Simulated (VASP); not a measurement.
The system is CdS.

```
Cd S
1.0
     0.00000    2.91784    2.91784
     2.91784    0.00000    2.91784
     2.91784    2.91784    0.00000
Cd S
1 1
Direct
  0.00000 0.00000 0.00000
  0.75000 0.75000 0.75000
```

The cell is a database's computed one.

Base run:

* Program: VASP 6.6.1
* Functional: r2SCAN
* Potentials or basis: VASP PAW PBE potentials, release 64 (Cd, S)
* Cutoff: 520 eV
* k mesh: 8 × 8 × 8
* Occupations: gaussian, width 0.02 eV
* Spin: no spin polarisation

Its results: band gap on the k mesh 1.59 eV, direct.

Question: The run is repeated on the same cell with these changes: functional from r2SCAN to PBEsol. What comes out?

Answer: Band gap on the k mesh 1.01 eV, direct.

r2SCAN gives the wider gap, since meta-GGAs in the generalised Kohn-Sham scheme recover part of the derivative discontinuity.

Not every run made on this cell is shown here.
